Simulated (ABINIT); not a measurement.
Runs of ABINIT 10.8.3 (patched build) on LiCl. The structure is cubic, space group Fm-3m (No. 225). Conventional cell: a = 5.130 Å, b = 5.130 Å, c = 5.130 Å, α = 90.00°, β = 90.00°, γ = 90.00°. Cl (site symmetry m-3m) has 6 Li at 2.56 Å as nearest neighbours. Li (site symmetry m-3m) is surrounded by 6 Cl at 2.56 Å. 

| level | most SCF steps | gap on the mesh (eV) |
| --- | --- | --- |
| PBE | - | 6.35 |
| PBEsol | - | (a) |
| PBE0 | 60 | 8.41 |
| HSE06 | 60 | 7.60 |

Alike in all rows: task single point; potentials or basis SG15 NC PBE v1.2; no spin polarisation; cell as given; k mesh 6 × 6 × 6; cutoff (eV) 707; smearing fixed.

Question: Fill in the values left out.

Answer: (a) 6.10.

Caveats: Libxc's HSE differs a little from that of other programs (some runs).

A k mesh can miss the band edges.
